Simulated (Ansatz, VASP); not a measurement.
# Two plane-wave programs on Ta

File INCAR:

```
SYSTEM = Ta
ALGO = Normal
EDIFF = 1E-8
ENCUT = 520
GGA = PE
ISIF = 2
ISMEAR = -1
LASPH = .True.
LCHARG = .False.
LEFG = .True.
LREAL = .False.
LWAVE = .False.
NBANDS = 12
NELM = 100
PREC = Accurate
SIGMA = 0.03
```

Contents of KPOINTS:

```
k-points
0
Gamma
  13 13 13
  0 0 0
```

Contents of POSCAR:

```
Ta
1.0
    2.7046704528      0.0000000000      0.0000000000
    0.0000000000      2.7046704528      0.0000000000
    0.0000000000      0.0000000000      2.7046704528
Ta
1
Direct
    0.0000000000      0.0000000000      0.0000000000
```

Input for Ansatz:

```yaml
crystal:
  lattice:
    - [2.7046704528, 0.0, 0.0]
    - [0.0, 2.7046704528, 0.0]
    - [0.0, 0.0, 2.7046704528]
  atoms:
    - { symbol: Ta, position: [0.0, 0.0, 0.0] }
kpoints:
  mp_grid: { grid: [13, 13, 13] }
scf:
  occupations: { method: fermi_dirac, width: 0.03 }
hamiltonian:
  xc: pbe
  pseudopotentials: { kind: paw }
output:
  forces: true
  stress: true
  eigenvalues: true
  efg: { contact_densities: true }
```

Change from the starting cell: volume scaled by 0.96, PAW files.

Alike in both runs: task electric field gradients; functional PBE; k mesh 13 × 13 × 13; occupations fermi-dirac, width 0.03 eV; no spin polarisation.

```csv
,VASP,Ansatz
version,VASP 6.6.1,Ansatz 0.2.0
potentials or method,"VASP PAW PBE potentials, release 64 (Ta_pv)","PAW with Ansatz's default frozen-core files, scalar-relativistic"
plane-wave cutoff (eV),520,420
valence electrons in the cell,11,13
```

|  | VASP | Ansatz | Ansatz less VASP |
| --- | --- | --- | --- |
| pressure (GPa) | 6.5 | 6.3 | -0.17 |
| Vzz of the field gradient on the site that differs most (V/Å²) | 0.0 | 0.0 | 0.00 |

The two sets of potentials don't hold the same shells in valence. Ansatz warned: «gradients_without_spin_orbit».

The runs have no spin-orbit coupling, so splittings on Ta are missing.
